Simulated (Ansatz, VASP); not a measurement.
**Two plane-wave programs on ZrB2**

Contents of INCAR:

```
SYSTEM = ZrB2
ALGO     = Normal         ! electronic algorithm
EDIFF    = 1E-7           ! SCF threshold, eV
ENCUT    = 520            ! plane-wave cutoff, eV
GGA      = PE             ! functional
ISIF     = 2              ! what is computed and relaxed
ISMEAR   = 0              ! smearing method
LASPH    = .TRUE.         ! aspherical terms in the spheres
LCHARG   = .FALSE.        ! write CHGCAR
LREAL    = .FALSE.        ! projectors in reciprocal space
LWAVE    = .FALSE.        ! write WAVECAR
NBANDS   = 16             ! bands
NELM     = 80             ! most SCF steps
PREC     = Accurate       ! precision mode
SIGMA    = 0.014          ! smearing width, eV
```

The input KPOINTS:

```
k-points
0
G
  10 10 8
  0 0 0
```

File POSCAR:

```
ZrB2
1.0
    3.1700000000      0.0000000000      0.0000000000
   -1.5850000000      2.7453005300      0.0000000000
    0.0000000000      0.0000000000      3.5330000000
Zr B
1 2
Direct
    0.0000000000      0.0000000000      0.0000000000
    0.6666666667      0.3333333333      0.5000000000
    0.3333333333      0.6666666667      0.5000000000
```

Contents of input.yaml:

```yaml
crystal:
  lattice:
    - [3.17, 0.0, 0.0]
    - [-1.585, 2.74530053, 0.0]
    - [0.0, 0.0, 3.533]
  atoms:
    - { symbol: Zr, position: [0.0, 0.0, 0.0] }
    - { symbol: B, position: [0.6666666667, 0.3333333333, 0.5] }
    - { symbol: B, position: [0.3333333333, 0.6666666667, 0.5] }
hamiltonian:
  xc: pbe
  pseudopotentials: { kind: paw }
kpoints:
  mp_grid: { grid: [10, 10, 8] }
scf:
  occupations: { method: gaussian, width: 0.014 }
output:
  forces: true
  stress: true
  eigenvalues: true
```

Alike in both runs: task single point; functional PBE; k mesh 10 × 10 × 8; occupations gaussian, width 0.014 eV; no spin polarisation.

|  | VASP | Ansatz |
| --- | --- | --- |
| version | VASP 6.6.1 | Ansatz 0.2.0 |
| potentials or method | VASP PAW PBE potentials, release 64 (Zr_sv, B) | Ansatz PAW |
| plane-wave cutoff (eV) | 520 | 420 |
| valence electrons in the cell | 18 | 18 |

```csv
,VASP,Ansatz,Ansatz less VASP
gap on the k mesh at the Fermi level (eV),none,none,-
pressure (GPa),0.9,0.8,-0.14
largest component of the traceless stress (GPa),0.84,0.80,-0.041
```

A gap of «none» marks a metal or a gap that the smearing closes.
